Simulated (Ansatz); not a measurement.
# CdS, explained

**What was measured.** A cell as deposited of cubic CdS (space group F-43m), temperature not stated, from the Crystallography Open Database (1961), has a = 5.833 Å and 24.81 Å³/atom.

Level of theory: DFT, PBE, scalar-relativistic, no spin polarisation; plane waves to 420 eV with PAW datasets (Ansatz 0.2.0), 10×10×10 k-mesh, Gaussian smearing of 0.05 eV. The datasets are Ansatz's generated set soft_2.

The chain of runs began from a cell as deposited in COD, expanded in volume. Of that entry: the entry's cell lengths or inner coordinates differ somewhat from later room-temperature determinations.

The relaxed structure (symmetry read at 0.01 Å). The structure is cubic, space group F-43m (No. 216). The conventional cell has a = 5.927 Å, b = 5.927 Å, c = 5.927 Å, α = 90.00°, β = 90.00°, γ = 90.00°. Around Cd (site symmetry -43m) lie 4 S at 2.57 Å. S (site symmetry -43m) is surrounded by 4 Cd at 2.57 Å. (Shells end 15 % past the nearest neighbour.)

Q: Should it be a metal or an insulator?

A: Formal charges Cd²⁺, S²⁻ balance and leave closed shells on every ion, so a band insulator is expected, and the gap is 1.04 eV.

Q: What kind of gap is it?

A: It is direct, 1.04 eV. Within 0.6 eV of the edges the projected states are 93 % S 3p at the top of the valence band and 62 % Cd 5s at the bottom of the conduction band. The lowest excitation takes an electron from S back to Cd, as in polar semiconductors.

Q: What fixes the bond lengths?

A: Shannon's ionic radii give a check on the bond lengths: Cd²⁺ with 4 neighbours 0.78 Å + S²⁻ 1.84 Å (six-fold value) = 2.62 Å against a computed mean of 2.57 Å. Sums and bonds agree within 3 %, so ion sizes set the bond lengths.

Q: How ionic is it?

A: Bader charges against formal ones: Cd +0.85 (+2), S −0.85 (−2). The cations give up 43 % of the formal charge; Bader charges stay under formal ones because the anions' density reaches into the cations' basins, the more so the higher the formal charge and the softer the anion.

Q: How stiff is it, in energy terms?

A: B0·V0 = 53.4 GPa × 26.02 Å³ = 8.67 eV/atom sets the scale: near the minimum ΔE ≈ ½ B0 V0 x², with x = V/V0 − 1, and a pressure of 0.5 GPa squeezes the volume by about 1 %. At the ends of the curve: x = −4.0 % predicts 6.9 meV/atom and the run gives 7.5; x = +4.0 % predicts 6.9 meV/atom and the run gives 6.5. The curve is steeper than the parabola on the compressed side and flatter on the expanded side: the bulk modulus rises with pressure.

All results together:

| Property | Result |
| --- | --- |
| Volume | 26.02 Å³/atom |
| Band gap | 1.04 eV |
| Smallest direct gap | 1.04 eV |
| Bader charges | Cd 0.85; S -0.85 e |
| Formation energy from the elements (0 K, uncorrected) | -0.66 eV/atom |
| Bulk modulus (Birch–Murnaghan) | 53 GPa |
| Pressure derivative B0′ | 4.6 |

**Against experiment.** PBE gives 5.927 Å and 26.02 Å³/atom, +4.9 % in volume (+1.6 % in length) from the database's cell. PBE usually overestimates volumes by a few per cent. The static lattice also lacks zero-point motion and thermal expansion, roughly 0.9 to 2.2 % in volume at 300 K (room temperature assumed) by Grüneisen's rule, γ·3k_BT/(B0·V0) with γ of 1 to 2.5, so its own overestimate is larger than the figure.

Semilocal functionals underestimate band gaps, commonly by a third or more.
